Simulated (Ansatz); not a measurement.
**Every step of a relaxation of Si₂Ni (MoSi2 type)**

DFT, PBE, PAW with Ansatz's default frozen-core files, scalar-relativistic (Ansatz 0.2.0); a Γ-centred 17×17×17 k mesh, Fermi–Dirac smearing of 0.1 eV, no spin polarisation. The run relaxes cell and atoms at a target pressure of 120 GPa.

Command: `ansatz run input.yaml --threads 2 --pin off --max-ram 5120MiB --backend cpu --events-out ev --progress --plain --runs-dir out` It took 100 s on 2 threads of Intel(R) Xeon(R) Processor @ 2.50GHz (Skylake/Cascade Lake), with other jobs on the host, peak memory 0.52 GiB.

```yaml
crystal:
  lattice:
    - [-1.4231362581, 1.4231362581, 3.4866838324]
    - [1.4231362581, -1.4231362581, 3.4866838324]
    - [1.4231362581, 1.4231362581, -3.4866838324]
  atoms:
    - { symbol: Ni, position: [0.0, 0.0, 0.0] }
    - { symbol: Si, position: [0.335, 0.335, 0.0] }
    - { symbol: Si, position: [-0.335, -0.335, 0.0] }
kpoints:
  mp_grid: { grid: [17, 17, 17] }
scf:
  occupations: { method: fermi_dirac, width: 0.1 }
hamiltonian:
  xc: pbe
  pseudopotentials: { kind: paw }
output:
  forces: true
  stress: true
  eigenvalues: true
relax:
  f_tol: 0.005
  max_steps: 40
  cell: { p_target: 120.0, stress_tol: 0.06 }
```

Each step lists its enthalpy F + pV a cell above the last geometry, the pressure, the cell vectors (Å), and Cartesian positions (Å) with forces (eV/Å).

The first step:

```
step 1  dH = 286.59 meV  P = 81.6 GPa
  cell -1.4231 1.4231 3.4867  1.4231 -1.4231 3.4867  1.4231 1.4231 -3.4867
  Ni 0.0000 0.0000 0.0000   0.0000 0.0000 0.0000
  Si 0.0000 0.0000 2.3361   0.0000 0.0000 -0.2116
  Si 0.0000 0.0000 -2.3361   0.0000 0.0000 0.2116
```

Spin polarisation is left out, though a magnetic state may lie lower.

The symmetry of the start is kept and no stability test is made, so the end need not be the stable phase.

Problem. Where does the relaxation end, and by which steps?

Solution. After 7 geometries, with conventional a, b, c = 2.828, 2.828, 6.588 Å, at 8.780 Å³/atom (-6.75 % against the start) in space group I4/mmm, with a shortest distance of 2.196 Å. The further steps:
```
step 2  dH = 37.45 meV  P = 110.5 GPa
  cell -1.3976 1.3976 3.4124  1.3976 -1.3976 3.4124  1.3976 1.3976 -3.4124
  Ni 0.0000 0.0000 0.0000   0.0000 0.0000 0.0000
  Si 0.0000 0.0000 2.2828   0.0000 0.0000 -0.1168
  Si 0.0000 0.0000 -2.2828   0.0000 0.0000 0.1168
step 3  dH = 14.99 meV  P = 121.5 GPa
  cell -1.3942 1.3942 3.3670  1.3942 -1.3942 3.3670  1.3942 1.3942 -3.3670
  Ni 0.0000 0.0000 0.0000   0.0000 0.0000 0.0000
  Si 0.0000 0.0000 2.2494   0.0000 0.0000 -0.0505
  Si 0.0000 0.0000 -2.2494   0.0000 0.0000 0.0505
step 4  dH = 7.87 meV  P = 121.2 GPa
  cell -1.3998 1.3998 3.3449  1.3998 -1.3998 3.3449  1.3998 1.3998 -3.3449
  Ni 0.0000 0.0000 0.0000   0.0000 0.0000 0.0000
  Si 0.0000 0.0000 2.2328   0.0000 0.0000 -0.0168
  Si 0.0000 0.0000 -2.2328   0.0000 0.0000 0.0168
step 5  dH = 1.54 meV  P = 120.7 GPa
  cell -1.4186 1.4186 3.2723  1.4186 -1.4186 3.2723  1.4186 1.4186 -3.2723
  Ni 0.0000 0.0000 0.0000   0.0000 0.0000 0.0000
  Si 0.0000 0.0000 2.1798   0.0000 0.0000 0.0622
  Si 0.0000 0.0000 -2.1798   0.0000 0.0000 -0.0622
step 6  dH = 0.00 meV  P = 120.0 GPa
  cell -1.4141 1.4141 3.2931  1.4141 -1.4141 3.2931  1.4141 1.4141 -3.2931
  Ni 0.0000 0.0000 0.0000   0.0000 0.0000 0.0000
  Si 0.0000 0.0000 2.1957   0.0000 0.0000 -0.0093
  Si 0.0000 0.0000 -2.1957   0.0000 0.0000 0.0093
step 7  dH = 0.00 meV  P = 120.0 GPa
  cell -1.4139 1.4139 3.2941  1.4139 -1.4139 3.2941  1.4139 1.4139 -3.2941
  Ni 0.0000 0.0000 0.0000   0.0000 0.0000 0.0000
  Si 0.0000 0.0000 2.1962   0.0000 0.0000 0.0004
  Si 0.0000 0.0000 -2.1962   0.0000 0.0000 -0.0004
step 8  dH = 0.93 meV  P = 120.0 GPa  (same geometry on a basis chosen anew; earlier energies don't compare to the last digit)
  cell -1.4139 1.4139 3.2941  1.4139 -1.4139 3.2941  1.4139 1.4139 -3.2941
  Ni 0.0000 0.0000 0.0000   0.0000 0.0000 0.0000
  Si 0.0000 0.0000 2.1962   0.0000 0.0000 0.0003
  Si 0.0000 0.0000 -2.1962   0.0000 0.0000 -0.0003
```
